**Hand rule for state counts and orbital shares in the bands of La₂O₃**

The table holds the number of states, their spatial spread and their Löwdin orbital shares in five energy windows of hexagonal La₂O₃, from one plane-wave PAW calculation with PBE, without spin polarisation or spin-orbit coupling. The program tests shell counting, an equal swap of character between filled shells, two-level mixing with one coupling V, and a fixed fraction of oxygen-band weight on the other La orbitals. The constants are taken from the three full bands, where the rule reproduces the eleven non-zero shares with an rms error of 0.016 and a worst error of 0.03, against 0.37 for purely ionic shares. A 1/S² picture with equal coupling underestimates the ratio of 5d shares in the O 2s and O 2p bands. The two narrow windows at the band edges are only checked: the rule overestimates 5d at the valence edge, and a 5:7 orbital count reverses the order of 5d and 4f at the conduction edge.

La₂O₃ (P-3m1, 5-atom cell, not relaxed) in Ansatz 0.2.0: scalar-relativistic PBE without spin polarisation, plane-wave PAW, cutoff 420 eV, 9×9×4 k mesh, Gaussian smearing 0.05 eV. The Fermi level is set at mid-gap, and states are counted in electrons. Orbital shares are from Löwdin projection; the share of the cell filled is a participation ratio.

## Script

```python
# Table: states, spread and Loewdin orbital shares in energy windows of La2O3 (Ansatz, PBE, PAW, no spin-orbit).
# Tested: hand rule = shell counting + equal swap between filled shells + two-level mixing (V)
# + fixed part on other La orbitals (c, k); full bands are fitted, the two edge slices only checked.
T = {
    'lo': [-19.39, -15.82, -4.89, -2.53, 1.92],  # eV
    'hi': [-17.13, -13.27, -1.9, -1.92, 2.53],  # eV
    'n': [6.0, 12.0, 18.0, 5.46, 1.92],  # per cell
    'spread': [0.16, 0.29, 0.16, 0.11, 0.31],
    's_La_5d': [0.09, 0.01, 0.14, 0.04, 0.48],
    's_La_5p': [0.21, 0.84, 0.03, 0.03, 0.0],
    's_O_2p': [0.0, 0.04, 0.78, 0.87, 0.08],
    's_La_4f': [0.0, 0.0, 0.03, 0.05, 0.42],
    's_O_2s': [0.63, 0.11, 0.0, 0.0, 0.0],
}
import numpy as np
from scipy.optimize import minimize_scalar
A = {q: np.array(v, float) for q, v in T.items()}
lo, hi, n, sp = A['lo'], A['hi'], A['n'], A['spread']
d, p, op, f, s2 = (A['s_' + x] for x in ('La_5d', 'La_5p', 'O_2p', 'La_4f', 'O_2s'))
M = np.column_stack([d, p, op, f, s2]); mid = (lo + hi) / 2; r = 0.005
cnt = np.array([2*3*1, 2*2*3, 2*3*3])  # O 2s, La 5p, O 2p
print(f"rounding of shares and spread: +-{r}")
print("counted states O 2s, La 5p, O 2p:", *cnt, "| table:", *n[:3], f"| left of 40 electrons: {40-n[:3].sum():.0f}")
print("sum of listed shares by row:", *np.round(M.sum(1), 2))
sw = [(n[0]*p[0], n[1]*s2[1], r*(n[0]+n[1])), (n[1]*op[1], n[2]*p[2], r*(n[1]+n[2]))]
for nm, (a, b, e) in zip(("2s/5p", "5p/2p"), sw):
    print(f"swap {nm}: {a:.2f} vs {b:.2f} electrons, difference {abs(a-b):.2f}, rounding +-{e:.2f}")
tot = n[:3] @ M[:3]
print("electrons in full bands 5d, 5p, O 2p, 4f, O 2s:", *np.round(tot, 2))
S1, S2 = mid[1]-mid[0], mid[2]-mid[1]
print(f"midpoints {mid[0]:.2f} {mid[1]:.2f} {mid[2]:.2f} eV; S(2s-5p) {S1:.2f}, S(5p-2p) {S2:.2f} eV; 2s-5p window gap {lo[1]-hi[0]:.2f} eV")
w = lambda V, S: 0.5*(1-np.sqrt(1-4*V*V/S**2))
Vof = lambda x, S: np.sqrt(x*(1-x))*S
cost = lambda V: (w(V, S1)-p[0])**2+(w(V, S1)/2-s2[1])**2+(w(V, S2)-op[1])**2+(w(V, S2)*2/3-p[2])**2
Vf = minimize_scalar(cost, bounds=(0.1, 0.499*S1), method='bounded').x
print(f"V fitted {Vf:.2f} eV; pair by pair 2s/5p {Vof(p[0], S1):.2f}, 5p/2p {Vof(op[1], S2):.2f} eV")
O = op + s2; cr = 1 - O/(1-p); kf = O[:3] @ d[:3] / (O[:3] @ O[:3])
print("c = 1 - O/(1 - 5p), four filled rows:", *np.round(cr[:4], 3))
print("5d/O, four filled rows:", *np.round(d[:4]/O[:4], 3), f"| k fitted on full bands {kf:.3f}")
V, c, k = 1.5, 0.2, 1/6
w1, w2 = w(V, S1), w(V, S2)
print(f"hand values V {V} eV, c {c}, k {k:.3f}: w(2s/5p) {w1:.3f}, w(5p/2p) {w2:.3f}")
print(f"w(2s/5p) at V 1.4 and 1.6 eV: {w(1.4, S1):.3f} {w(1.6, S1):.3f}")
o0, o1, o2 = (1-c)*(1-w1), w1/2+w2, (1-c)*(1-w2*2/3)
P = np.array([[k*o0, w1, 0, 0, o0], [k*o1, 1-o1-k*o1, w2, 0, w1/2], [k*o2, w2*2/3, o2, 0, 0]])
P = np.vstack([P, P[2]]); E = P - M[:4]
print("order of shares: La 5d, La 5p, O 2p, La 4f, O 2s (last row: slice, not fitted)")
for i in range(4):
    print(f"row {lo[i]:.2f} rule ", *[f"{x:6.3f}" for x in P[i]])
    print(f"row {lo[i]:.2f} error", *[f"{x:+6.3f}" for x in E[i]])
nz = M[:3] > 0; ion = np.array([[0, 0, 0, 0, 1], [0, 1, 0, 0, 0], [0, 0, 1, 0, 0]]) - M[:3]
print(f"full bands, {nz.sum()} non-zero cells: rule rms {np.sqrt((E[:3][nz]**2).mean()):.3f}, worst {abs(E[:3]).max():.3f}")
print(f"purely ionic shares: rms {np.sqrt((ion[nz]**2).mean()):.3f}, worst {abs(ion).max():.2f}")
Ec, Ev = 13.5679-11.63446, 9.700317-11.63446  # band edges minus Fermi level, same run
print(f"edges {Ev:.2f}, {Ec:.2f} eV; gap {Ec-Ev:.2f} eV")
print(f"5d share 2s band / 2p band: table {d[0]/d[2]:.2f}")
for x in (0, 10):
    a, b = Ec+x-mid[0], Ec+x-mid[2]
    print(f"5d {x} eV above edge: S {a:.1f}, {b:.1f} eV; 1/S^2 ratio {(b/a)**2:.2f}; V needed {Vof(d[0], a):.1f}, {Vof(d[2], b):.1f} eV")
nf = n[2]*(hi[3]-lo[3])/(hi[2]-lo[2])
print(f"valence slice, flat density of states: n {nf:.1f} vs {n[3]:.1f}, ratio {n[3]/nf:.1f}")
q = {0: [.257, .257, .26], 2: [.275, .275, .289], 3: [.178, .178, .519]}  # density on the O atoms, same run
ss = {i: sum(x*x for x in v) for i, v in q.items()}
for i in (3, 0):
    print(f"spread row {lo[i]:.2f}: sum p^2 {ss[i]:.3f} (2p band {ss[2]:.3f}), scaled {sp[2]*ss[2]/ss[i]:.3f} vs {sp[i]:.2f}")
La = d[4]+f[4]
print(f"conduction slice, 5:7 split of {La:.2f}: 5d {La*5/12:.2f} vs {d[4]:.2f}, 4f {La*7/12:.2f} vs {f[4]:.2f}")
print(f"O 2p deficit {18-tot[2]:.2f} electrons over 52 La 5d, 4f, 6s states: {(18-tot[2])/52:.3f} vs {op[4]:.2f}")
print(f"O part of that slice by real-space cells: {.104+.104+.09:.2f}")  # same run
assert np.allclose(n[:3], cnt, atol=0.01)
assert all(abs(a-b) <= e for a, b, e in sw)
assert abs(cr[0]-cr[2]) < 0.03 and cr[3] < cr[2]
assert d[3] < d[2] and op[3] > op[2] and d[4] > f[4]
```

It prints:

```
rounding of shares and spread: +-0.005
counted states O 2s, La 5p, O 2p: 6 12 18 | table: 6.0 12.0 18.0 | left of 40 electrons: 4
sum of listed shares by row: 0.93 1.0 0.98 0.99 0.98
swap 2s/5p: 1.26 vs 1.32 electrons, difference 0.06, rounding +-0.09
swap 5p/2p: 0.48 vs 0.54 electrons, difference 0.06, rounding +-0.15
electrons in full bands 5d, 5p, O 2p, 4f, O 2s: 3.18 11.88 14.52 0.54 5.1
midpoints -18.26 -14.54 -3.39 eV; S(2s-5p) 3.71, S(5p-2p) 11.15 eV; 2s-5p window gap 1.31 eV
V fitted 1.52 eV; pair by pair 2s/5p 1.51, 5p/2p 2.18 eV
c = 1 - O/(1 - 5p), four filled rows: 0.203 0.063 0.196 0.103
5d/O, four filled rows: 0.143 0.067 0.179 0.046 | k fitted on full bands 0.163
hand values V 1.5 eV, c 0.2, k 0.167: w(2s/5p) 0.205, w(5p/2p) 0.018
w(2s/5p) at V 1.4 and 1.6 eV: 0.171 0.246
order of shares: La 5d, La 5p, O 2p, La 4f, O 2s (last row: slice, not fitted)
row -19.39 rule   0.106  0.205  0.000  0.000  0.636
row -19.39 error +0.016 -0.005 +0.000 +0.000 +0.006
row -15.82 rule   0.020  0.859  0.018  0.000  0.103
row -15.82 error +0.010 +0.019 -0.022 +0.000 -0.007
row -4.89 rule   0.132  0.012  0.790  0.000  0.000
row -4.89 error -0.008 -0.018 +0.010 -0.030 +0.000
row -2.53 rule   0.132  0.012  0.790  0.000  0.000
row -2.53 error +0.092 -0.018 -0.080 -0.050 +0.000
full bands, 11 non-zero cells: rule rms 0.016, worst 0.030
purely ionic shares: rms 0.165, worst 0.37
edges -1.93, 1.93 eV; gap 3.87 eV
5d share 2s band / 2p band: table 0.64
5d 0 eV above edge: S 20.2, 5.3 eV; 1/S^2 ratio 0.07; V needed 5.8, 1.8 eV
5d 10 eV above edge: S 30.2, 15.3 eV; 1/S^2 ratio 0.26; V needed 8.6, 5.3 eV
valence slice, flat density of states: n 3.7 vs 5.5, ratio 1.5
spread row -2.53: sum p^2 0.333 (2p band 0.235), scaled 0.113 vs 0.11
spread row -19.39: sum p^2 0.200 (2p band 0.235), scaled 0.188 vs 0.16
conduction slice, 5:7 split of 0.90: 5d 0.38 vs 0.48, 4f 0.52 vs 0.42
O 2p deficit 3.48 electrons over 52 La 5d, 4f, 6s states: 0.067 vs 0.08
O part of that slice by real-space cells: 0.30
```
